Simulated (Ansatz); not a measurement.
# Iridium, simple cubic under m-r²SCAN: from relaxation to bulk modulus, part 2 of 3

What does m-r²SCAN give for iridium in the simple cubic structure? We relax it, solve it on a dense k-mesh, then scale the cell to 7 volumes from 88 to 112 % of the relaxed one and try a fit of the equation of state. The start is ferromagnetic. The k-meshes are 13×13×13 for the relaxation; 20×20×20 for the dense run; 14×14×14 for the volumes.

Ansatz 0.2.0; DFT, m-r2SCAN, plane waves (500 eV) with PAW, scalar-relativistic. Earlier steps stand in the parts before.

**3. Dense single point**

This is Ir in the simple cubic structure; at room conditions it is fcc.

input.yaml

```yaml
crystal:
  lattice:
    - [2.5528326887, 0.0, 0.0]
    - [0.0, 2.5528326887, 0.0]
    - [0.0, 0.0, 2.5528326887]
  atoms:
    - { symbol: Ir, position: [0.0, 0.0, 0.0], spin: 1.0 }
hamiltonian:
  xc: mr2scan
  pseudopotentials:
    kind: paw
    azcp:
      Ir: "pseudopotentials/Ir.paw.azcp"
basis:
  ecutwfc: 500
  fft_grid_basis: typed
kpoints:
  mp_grid: { grid: [20, 20, 20], shift: [0, 0, 0] }
magnetization:
  spin_polarized: true
scf:
  occupations: { method: fermi_dirac, width: 0.05 }
```

Command:

```sh
ansatz run input.yaml --threads 2 --pin off --max-ram 6144MiB --backend cpu --events-out ev --progress --plain --runs-dir out
```

The log of the run, shortened:

```text
Warning: RAYON_NUM_THREADS=2 ignored (pool sized by the plan → 2); use --threads N
[...]
Pseudopotentials: kind: paw
Pseudopotential: Ir, paw, valence charge 17, recommended cutoff 500 eV (meta_gga), <dir>
Functional definition: m-r2SCAN
[...]
Crystal: 1 atoms, lattice volume = 16.637 Å³
Basis set: ecut = 500 eV, 437 PW (Γ), exchange–correlation on 80×80×80 points (64 copies of the dense FFT grid, shifted against one another)
Bands: 13, of which v1, the nominal top of the filled ones, is band 9 counted from 1 (8 counted from 0)
Symmetry: 48 space group operations
[...]
WARN: the starting moments were not kept: the SCF closed with an absolute magnetisation of 3.2e-7 μB, where they sum to 1 μB in size (1 site). That is at most 0.1 of that sum. Measured as dr2_m measures the in/out step, that magnetisation stands 2.4e-14 eV from none, at or under the [...]
this state was not tested for a lower state beside it, because the mixer in use, unlike msr1, does not test its closes by its own steps (another_mixer; see scf.mixing.algorithm and scf.lower_state_search)
SCF converged after 17 iterations
Magnetization: 0.0000 μB (8.5000 up, 8.5000 down)
Absolute magnetization: 0.0000 μB (∫|ρ↑−ρ↓|, with the PAW one-centre terms)
Spin contamination: 0.0000 ħ² per cell (⟨S²⟩ above its minimum at these occupations)
Per-site moments (μB) at R_I (Å): [(4.666556680939185e-8, 1.0530434840887501)]
Free energy (F): -11947.698427 eV
[...]
E sigma→0 (E₀):  -11947.693226 eV
Entropy (-TS):   -0.010402 eV (-10.402 meV/atom)
Fermi energy:    20.619558 eV
[...]
```

Wall time 11 s (2 threads of Arm Neoverse V2, shared host); peak memory 0.4 GiB.

**4. At 88 % of the relaxed volume**

input.yaml

```yaml
crystal:
  lattice:
    - [2.4463386473, 0.0, 0.0]
    - [0.0, 2.4463386473, 0.0]
    - [0.0, 0.0, 2.4463386473]
  atoms:
    - { symbol: Ir, position: [0.0, 0.0, 0.0], spin: 1.0 }
hamiltonian:
  xc: mr2scan
  pseudopotentials:
    kind: paw
    azcp:
      Ir: "pseudopotentials/Ir.paw.azcp"
basis:
  ecutwfc: 500
  fft_grid_basis: typed
kpoints:
  mp_grid: { grid: [14, 14, 14], shift: [0, 0, 0] }
magnetization:
  spin_polarized: true
scf:
  occupations: { method: fermi_dirac, width: 0.05 }
  lower_state_search: "off"
output:
  stress: true
  write_density: true
  write_potential: true
  elf: true
  volumetric_format: npy
```

Command:

```sh
ansatz run input.yaml --threads 2 --pin off --max-ram 6144MiB --backend cpu --events-out ev --progress --plain --runs-dir out
```

The log of the run:

```text
Warning: RAYON_NUM_THREADS=2 ignored (pool sized by the plan → 2); use --threads N
[... 6 set-up lines as earlier in the session ...]
Crystal: 1 atoms, lattice volume = 14.640 Å³
Basis set: ecut = 500 eV, 365 PW (Γ), exchange–correlation on 72×72×72 points (64 copies of the dense FFT grid, shifted against one another)
Bands: 13, of which v1, the nominal top of the filled ones, is band 9 counted from 1 (8 counted from 0)
[... 1 set-up line as earlier in the session ...]
Space group: Pm-3m (ITA 221), of the structure as read, at distance tolerance 2.4e-5 Å
Magnetic group: BNS 221.92 (UNI 1594), of the structure as read, at distance tolerance 2.4e-5 Å
k-points: 120 of 2744
[... 5 set-up lines as earlier in the session ...]
Starting moments: Σ|m| = 1 μB on 1 of 1 site
[... 2 set-up lines as earlier in the session ...]
iter 1 solved again at ethr=1.65e-4 eV; its pass at ethr=3.10e-3 eV (dr2=2.80e-2 eV) is discarded
SCF iter   1: F=-11947.408986 eV  HF=-11947.255333 eV  |F-HF|=1.54e-1  |Δ(HF+E_count)|=         —  Δρ=4.66e-2 (↑4.66e-2 ↓4.10e-2)  dr2=2.80e-2  dr2_τ=3.24e-2  dr2_m=2.42e-1  M=0.393 μB ∫|m|=0.393 μB  β_m=0.30  ethr=1.65e-4  ⟨swp⟩=1.0  Hψ=24947  notcnv=0
preconditioner: auto → none  [metal: Δε(μ)=0.024 eV  Ē_g=15.040 eV  σ=0.050 eV  W_gap=0.12  n_scr=6 (ndim 8)  ℏωp=29.1 eV  f_vac=0.000  D(μ)=1.17/eV (n_scr^D=18)  sad-step TF]
SCF iter   2: F=-11947.421899 eV  HF=-11947.351505 eV  |F-HF|=7.04e-2  |Δ(HF+E_count)|=   9.62e-2  Δρ=3.46e-2 (↑3.46e-2 ↓3.19e-2)  dr2=1.90e-2  dr2_τ=2.87e-3  dr2_m=1.38e-1  M=0.346 μB ∫|m|=0.346 μB  β_m=0.30  ethr=1.65e-4  ⟨swp⟩=2.0  Hψ=5202  notcnv=0  κ⁻¹=1.0e0(r=1)
SCF iter   3: F=-11947.433342 eV  HF=-11947.393683 eV  |F-HF|=3.97e-2  |Δ(HF+E_count)|=   4.22e-2  Δρ=2.62e-2 (↑2.62e-2 ↓2.49e-2)  dr2=3.23e-3  dr2_τ=1.81e-3  dr2_m=8.60e-2  M=0.288 μB ∫|m|=0.288 μB  β_m=0.30  ethr=1.12e-4  ⟨swp⟩=2.6  Hψ=5881  notcnv=0  κ⁻¹=1.8e-1(r=2)
SCF iter   4: F=-11947.440361 eV  HF=-11947.415906 eV  |F-HF|=2.45e-2  |Δ(HF+E_count)|=   2.22e-2  Δρ=2.03e-2 (↑2.03e-2 ↓2.00e-2)  dr2=1.94e-4  dr2_τ=1.06e-3  dr2_m=5.42e-2  M=0.239 μB ∫|m|=0.239 μB  β_m=0.30  ethr=1.90e-5  ⟨swp⟩=2.4  Hψ=6629  notcnv=0  κ⁻¹=2.6e-3(r=3)
SCF iter   5: F=-11947.445432 eV  HF=-11947.428691 eV  |F-HF|=1.67e-2  |Δ(HF+E_count)|=   1.28e-2  Δρ=1.64e-2 (↑1.61e-2 ↓1.64e-2)  dr2=3.81e-5  dr2_τ=6.72e-4  dr2_m=3.54e-2  M=0.196 μB ∫|m|=0.196 μB  β_m=0.30  ethr=1.14e-6  ⟨swp⟩=2.3  Hψ=5132  notcnv=0  κ⁻¹=3.4e-5(r=4)
SCF iter   6: F=-11947.449126 eV  HF=-11947.437398 eV  |F-HF|=1.17e-2  |Δ(HF+E_count)|=   8.71e-3  Δρ=1.34e-2 (↑1.31e-2 ↓1.34e-2)  dr2=4.50e-5  dr2_τ=4.31e-4  dr2_m=2.36e-2  M=0.159 μB ∫|m|=0.159 μB  β_m=0.30  ethr=2.24e-7  ⟨swp⟩=2.1  Hψ=4304  notcnv=0  κ⁻¹=1.4e-5(r=5)
SCF iter   7: F=-11947.451833 eV  HF=-11947.443516 eV  |F-HF|=8.32e-3  |Δ(HF+E_count)|=   6.12e-3  Δρ=1.11e-2 (↑1.08e-2 ↓1.11e-2)  dr2=4.81e-5  dr2_τ=2.80e-4  dr2_m=1.60e-2  M=0.128 μB ∫|m|=0.128 μB  β_m=0.30  ethr=2.24e-7  ⟨swp⟩=2.6  Hψ=4786  notcnv=0  κ⁻¹=7.2e-7(r=6)
SCF iter   8: F=-11947.453761 eV  HF=-11947.447853 eV  |F-HF|=5.91e-3  |Δ(HF+E_count)|=   4.34e-3  Δρ=9.22e-3 (↑8.86e-3 ↓9.22e-3)  dr2=5.66e-5  dr2_τ=1.81e-4  dr2_m=1.09e-2  M=0.102 μB ∫|m|=0.102 μB  β_m=0.30  ethr=2.24e-7  ⟨swp⟩=2.4  Hψ=5001  notcnv=0  κ⁻¹=6.0e-8(r=7)
SCF iter   9: F=-11947.455072 eV  HF=-11947.450921 eV  |F-HF|=4.15e-3  |Δ(HF+E_count)|=   3.07e-3  Δρ=7.91e-3 (↑7.12e-3 ↓7.91e-3)  dr2=2.32e-4  dr2_τ=1.16e-4  dr2_m=7.43e-3  M=0.081 μB ∫|m|=0.081 μB  β_m=0.49  ethr=2.24e-7  ⟨swp⟩=2.1  Hψ=4671  notcnv=0
Mixer restart at iter 9: flushing history
spin-set hold released at iteration 9 (site moments contracting): the magnetisation degrees of freedom join the quasi-Newton model from the next iteration; the mixer history was flushed
SCF iter  10: F=-11947.456462 eV  HF=-11947.454313 eV  |F-HF|=2.15e-3  |Δ(HF+E_count)|=   3.39e-3  Δρ=5.57e-3 (↑5.11e-3 ↓5.57e-3)  dr2=8.86e-5  dr2_τ=1.03e-4  dr2_m=3.76e-3  M=0.054 μB ∫|m|=0.054 μB  β_m=0.30  ethr=2.24e-7  ⟨swp⟩=2.0  Hψ=4617  notcnv=0  κ⁻¹=1.0e0(r=1)
SCF iter  11: F=-11947.457701 eV  HF=-11947.457366 eV  |F-HF|=3.35e-4  |Δ(HF+E_count)|=   3.05e-3  Δρ=8.46e-4 (↑6.92e-4 ↓8.46e-4)  dr2=7.53e-6  dr2_τ=1.64e-5  dr2_m=7.80e-5  M=0.003 μB ∫|m|=0.004 μB  β_m=0.92  ethr=2.24e-7  ⟨swp⟩=2.0  Hψ=5155  notcnv=0  κ⁻¹=6.9e-3(r=2)
SCF iter  12: F=-11947.457711 eV  HF=-11947.457576 eV  |F-HF|=1.35e-4  |Δ(HF+E_count)|=   2.10e-4  Δρ=3.32e-4 (↑3.05e-4 ↓3.32e-4)  dr2=9.93e-7  dr2_τ=1.25e-6  dr2_m=1.30e-5  M=0.004 μB ∫|m|=0.004 μB  β_m=1.07  ethr=4.43e-8  ⟨swp⟩=2.0  Hψ=5108  notcnv=0  κ⁻¹=6.6e-3(r=3)
SCF iter  13: F=-11947.457720 eV  HF=-11947.457676 eV  |F-HF|=4.42e-5  |Δ(HF+E_count)|=   1.00e-4  Δρ=5.58e-5 (↑5.34e-5 ↓5.58e-5)  dr2=7.33e-8  dr2_τ=5.34e-8  dr2_m=3.46e-7  M=0.001 μB ∫|m|=0.001 μB  β_m=0.45  ethr=5.88e-10  ⟨swp⟩=7.0  Hψ=21843  notcnv=0  κ⁻¹=5.8e-5(r=4)
SCF iter  14: F=-11947.457721 eV  HF=-11947.457705 eV  |F-HF|=1.63e-5  |Δ(HF+E_count)|=   2.86e-5  Δρ=1.60e-5 (↑1.60e-5 ↓9.84e-6)  dr2=2.28e-8  dr2_τ=2.93e-9  dr2_m=8.58e-9  M=0.000 μB ∫|m|=0.000 μB  β_m=1.12  ethr=4.31e-10  ⟨swp⟩=8.5  Hψ=19398  notcnv=0  κ⁻¹=1.2e-6(r=5)
iter 15 did not close the SCF: its close was put off for a magnetic moment that had not settled (scf_convergence_deferred on its scf_iter line)
SCF iter  15: F=-11947.457721 eV  HF=-11947.457721 eV  |F-HF|=1.27e-8  |Δ(HF+E_count)|=   1.66e-5  Δρ=8.58e-6 (↑7.54e-6 ↓8.58e-6)  dr2=8.37e-10  dr2_τ=1.49e-9  dr2_m=8.00e-9  M=-0.000 μB ∫|m|=0.000 μB  β_m=1.05  ethr=1.34e-10  ⟨swp⟩=8.8  Hψ=20742  notcnv=0  κ⁻¹=3.2e-7(r=6)
iter 16 did not close the SCF: its close was put off for a magnetic moment that had not settled (scf_convergence_deferred on its scf_iter line)
SCF iter  16: F=-11947.457721 eV  HF=-11947.457721 eV  |F-HF|=3.26e-8  |Δ(HF+E_count)|=   1.90e-8  Δρ=1.38e-6 (↑9.87e-7 ↓1.38e-6)  dr2=1.66e-10  dr2_τ=1.09e-11  dr2_m=5.37e-11  M=-0.000 μB ∫|m|=0.000 μB  β_m=0.99  ethr=4.92e-12  ⟨swp⟩=4.2  Hψ=15372  notcnv=0  κ⁻¹=2.4e-8(r=7)
iter 17 did not close the SCF: its close was put off for a magnetic moment that had not settled (scf_convergence_deferred on its scf_iter line)
SCF iter  17: F=-11947.457721 eV  HF=-11947.457721 eV  |F-HF|=3.27e-8  |Δ(HF+E_count)|=  5.35e-10  Δρ=7.00e-7 (↑7.00e-7 ↓5.69e-7)  dr2=3.11e-11  dr2_τ=1.19e-11  dr2_m=2.85e-11  M=-0.000 μB ∫|m|=0.000 μB  β_m=1.20  ethr=1.00e-12  ⟨swp⟩=3.8  Hψ=13830  notcnv=0  κ⁻¹=3.8e-9(r=8)
SCF iter  18: F=-11947.457721 eV  HF=-11947.457721 eV  |F-HF|=4.26e-9  |Δ(HF+E_count)|=   2.91e-8  Δρ=1.66e-7 (↑1.66e-7 ↓1.15e-7)  dr2=1.67e-12  dr2_τ=4.18e-13  dr2_m=1.37e-12  M=-0.000 μB ∫|m|=0.000 μB  ethr=1.00e-12  ⟨swp⟩=4.0  Hψ=14154  notcnv=0
WARN: the starting moments were not kept: the SCF closed with an absolute magnetisation of 6.6e-6 μB, where they sum to 1 μB in size (1 site). That is at most 0.1 of that sum. Measured as dr2_m measures the in/out step, that magnetisation stands 2.2e-11 eV from none, at or under the dr2_threshold of 1.0e-7 eV: it is no larger than a step whose dr2_m would equal this threshold. The system may hold no moment; this SCF shows only that its start led to no more than that. To try another start: raise the starting moments (crystal.atoms[].spin, magnetization.per_species, magnetization.initial_magnetization, or on a non-collinear deck that types none of these the spinor_matrix: blocks that start its atoms; where the total moment is fixed, keep their sum and leave initial_magnetization as it is; typed ones take the place of any that the run laid by itself, positive ones on a crystal's lanthanoids without a Hubbard term where scf.initial_density.shell_occupations: [] is typed) or, if the notice of its spin-set hold's release reads "site moments contracting" or "site moments show no strong build", lengthen the hold (scf.mixing.spin_hold: { on: { confirm: 4 } }; for m-r²SCAN on two components see the key's manual first). Each may lead to a state that holds a moment. A second SCF, from the converged charge density, with the starting moments and any scf.initial_density.shell_occupations laid on it anew, would have followed, and was not run: the deck does not ask for one (magnetization.retry_lost_moments is false, the default). To let it run, set magnetization.retry_lost_moments: true and run the deck again, where that key's refused combinations let it; where memory then withholds it, that run's warning says so.
SCF 1 converged in 18 iterations: F = -11947.457721 eV  dr2 = 1.67e-12
this state was not tested for a lower state beside it, because the mixer in use, unlike msr1, does not test its closes by its own steps (another_mixer; see scf.mixing.algorithm and scf.lower_state_search)
SCF converged after 18 iterations
Magnetization: -0.0000 μB (8.5000 up, 8.5000 down)
Absolute magnetization: 0.0000 μB (∫|ρ↑−ρ↓|, with the PAW one-centre terms)
Spin contamination: 0.0000 ħ² per cell (⟨S²⟩ above its minimum at these occupations)
Per-site moments (μB) at R_I (Å): [(-5.328350793122171e-6, 1.0091146920112501)]
Free energy (F): -11947.457721 eV
Harris-Foulkes:  -11947.457721 eV  (|F-HF|=4.26e-9)
Internal energy: -11947.450581 eV  (E = F + TS)
E sigma→0 (E₀):  -11947.454151 eV
Entropy (-TS):   -0.007140 eV (-7.140 meV/atom)
Fermi energy:    24.373819 eV
--- Per-component energies (eV) ---
  E_band       = -116.442489
  E_kinetic    = 628.623518
  E_local      = -1197.551311  (includes V_loc(G=0)·N_el)
  E_nonlocal   = 76.878693
  E_hartree    = 465.636291
  E_xc         = -256.370293
  E_vxc        = -334.860999  (∫ρ·V_xc dr)
  E_paw        = -9251.069294  (= ΣΔE_a)
  E_vpaw       = -241.629508  (= ΣTr[D̂ρ^β])
  E_aug_tail   = -0.000017  (compensation charges beyond the density's cutoff)
  E_vtau       = 20.824574  (kinetic-family band-sum trace: ∫τ·v_τ [+ j·A + Jᵃ·Aᵃ] dr)
  E_ewald      = -2413.281273
  E_core_change = -0.316894  (= ΣΔE_core)
  E_smearing   = -0.007140  (= −TS)
  E_closure    = -0.000000  (closes the sum)
  Σ components = -11947.457721   (vs F -11947.457721, Δ=0.00e0)
--- Stress (GPa, compression-positive) ---
       45.874341      -0.000000       0.000000
       -0.000000      45.874341       0.000000
        0.000000       0.000000      45.874341
  P = ⅓ Tr σ = 45.8743 GPa (458.743 kbar)
--- Band table (eV; the first three rows and the last of 240) ---
  k-point 0 ↑: bands = ["-70.1949", "-25.9148", "-25.9148", "-25.9148", "13.6775", "16.7893", "16.7893", "26.0852", "26.0852", "26.0852", "41.3883", "41.3883", "41.3883"]
  k-point 1 ↑: bands = ["-70.1900", "-25.9811", "-25.9093", "-25.9093", "13.8683", "16.8312", "16.9927", "25.8447", "25.8447", "26.1032", "40.3465", "41.7563", "41.7563"]
  k-point 2 ↑: bands = ["-70.1763", "-26.1646", "-25.8939", "-25.8939", "14.3755", "16.9505", "17.6252", "25.2203", "25.2203", "26.1539", "38.2484", "42.7431", "42.7431"]
  k-point 119 ↓: bands = ["-69.9033", "-26.8694", "-26.8694", "-26.8694", "17.6781", "17.6781", "17.6781", "29.0657", "29.0657", "33.5981", "37.0712", "37.0712", "37.0712"]
```

It took 7.3 s on 2 threads of Arm Neoverse V2, shared host; peak memory 0.31 GiB.

Density in a lattice plane of the grid's cell (edges 2.45 and 2.45 Å, at 0.000 of the third edge), which holds Ir. It is the smooth density of the valence electrons, not physical close to the nuclei.

Values in e/Å³, 12 rows by 12 columns:
```
8.89 8.64 7.03 4.18 1.86 0.88 0.68 0.88 1.86 4.18 7.03 8.64
7.60 7.03 5.26 2.94 1.33 0.70 0.57 0.70 1.33 2.94 5.26 7.03
4.69 4.18 2.94 1.61 0.82 0.51 0.43 0.51 0.82 1.61 2.94 4.18
2.10 1.86 1.33 0.82 0.52 0.36 0.32 0.36 0.52 0.82 1.33 1.86
0.96 0.88 0.70 0.51 0.36 0.28 0.25 0.28 0.36 0.51 0.70 0.88
0.73 0.68 0.57 0.43 0.32 0.25 0.23 0.25 0.32 0.43 0.57 0.68
0.96 0.88 0.70 0.51 0.36 0.28 0.25 0.28 0.36 0.51 0.70 0.88
2.10 1.86 1.33 0.82 0.52 0.36 0.32 0.36 0.52 0.82 1.33 1.86
4.69 4.18 2.94 1.61 0.82 0.51 0.43 0.51 0.82 1.61 2.94 4.18
7.60 7.03 5.26 2.94 1.33 0.70 0.57 0.70 1.33 2.94 5.26 7.03
8.89 8.64 7.03 4.18 1.86 0.88 0.68 0.88 1.86 4.18 7.03 8.64
8.88 8.89 7.60 4.69 2.10 0.96 0.73 0.96 2.10 4.69 7.60 8.89
```
Columns run along the first of these edges and rows up along the second, over one cell in 12 and 12 even steps from the bottom left corner. Atoms in the plane (fractional): Ir at (0.00, 0.00).

(Part 2 of 3 ends here.)
